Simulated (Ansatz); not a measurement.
## Ge in Ansatz: the effect of functional

Crystal: Ge.

```
Ge
1.0
     1.45768   -2.54172    0.00000
     1.45768    2.54172    0.00000
     0.00000    0.00000    4.63109
Ge
2
Cartesian
  1.4577 0.8467 1.1578
  1.4577 -0.8467 3.4733
```

This isn't the form of Ge at room conditions, which is diamond.

The cell isn't the ideal one: volume scaled by 0.94.

Alike in all runs:

- Program: Ansatz 0.2.0
- Task: single point
- Potentials or basis: Ansatz PAW
- k mesh: 10 × 10 × 6
- Occupations: fermi-dirac, width 0.05 eV
- Spin: no spin polarisation

One run gave: pressure 7.7 GPa. Which functional did it use?
A. LDA
B. r2SCAN
C. PBEsol

B.

```tsv
functional	cutoff	pressure (GPa)
LDA	420 eV (not typed: the program's choice for these potentials)	4.1
PBEsol	420 eV (not typed: the program's choice for these potentials)	6.0
r2SCAN	500 eV (not typed: the program's choice for these potentials)	7.7
```

Caveats: the PAW data sets come from PBE, with cores solved anew for the run's functional, which leaves a small shift of forces and pressure.
